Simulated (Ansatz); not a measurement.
## An elastic constant from a strain scan in WSe2

These are results of Ansatz, DFT PBEsol, scalar-relativistic, plane waves, PAW, not measurements. The runs took a 420 eV cutoff, a Γ-centred 12×12×1 mesh and Gaussian smearing (0.05 eV). Spin–orbit coupling is left out, which can shift energies with elements as heavy as these. No spin polarisation. Energies are free energies at this smearing, counted from the undisturbed cell; pressure is positive in compression.

The undisturbed cell (relaxed at this level; this form isn't the usual structure):

```
CELL_PARAMETERS angstrom
3.27090 0.00000 0.00000
-1.63545 2.83268 0.00000
0.00000 0.00000 29.18475
ATOMIC_POSITIONS crystal
W 0.66667 0.33333 0.00000
W 0.33333 0.66667 0.77346
W 0.33333 0.66667 0.22654
Se 0.33333 0.66667 0.05737
Se 0.66667 0.33333 0.83084
Se 0.66667 0.33333 0.28383
Se 0.33333 0.66667 0.94263
Se 0.66667 0.33333 0.71617
Se 0.66667 0.33333 0.16916
```

The cell holds layers and no dispersion correction was added, so their binding is poorly described.

The cell is strained by ε times the Voigt pattern (0, 0, 0, 0, 0, 1) (xx, yy, zz, yz, xz, xy; engineering shear) with fractional coordinates fixed. The cell holds 9 atoms in V0 = 270.41 Å³. The stress column is τ = (1/V0) dE/dε, got from the stress tensor σ (compression positive) at each point as −det(1 + εP) σ : P(1 + εP)⁻¹, with P the pattern as a tensor.

| ε | ΔE (meV/atom) | τ (GPa) |
| --- | --- | --- |
| -0.0400 | ? | ? |
| -0.0200 | 2.245 | -1.197 |
| 0.0000 | 0.000 | 0.000 |
| 0.0100 | 0.561 | 0.598 |
| 0.0300 | 5.051 | 1.795 |

**Question.** Which combination of elastic constants does this scan measure, and how large is it?

**Answer.** For small ε, τ = τ0 + Kε with K = pᵀCp, which for this pattern is C66 in the Cartesian frame shown. The parabola through τ at ε = -0.0200, 0 and 0.0100 has slope K = 60 GPa at zero. The energies per cell, E = NΔE, of the same two points give K = 2[E(ε₊)/ε₊ − E(ε₋)/ε₋]/[(ε₊ − ε₋)V0] = 60 GPa, in agreement. These are clamped-ion values.

**Question.** Predict the withheld row at ε = -0.0400 from the harmonic law, and compare.

**Answer.** ΔE = V0(τ0 ε + Kε²/2)/N = 8.978 meV/atom and τ = -2.39 GPa. The calculation gives 8.978 meV/atom and -2.39 GPa, a miss of 0.01 meV/atom at most, so the harmonic law still holds here.

Forces appear on the atoms along this scan, and letting them relax would lower the energy and soften the response.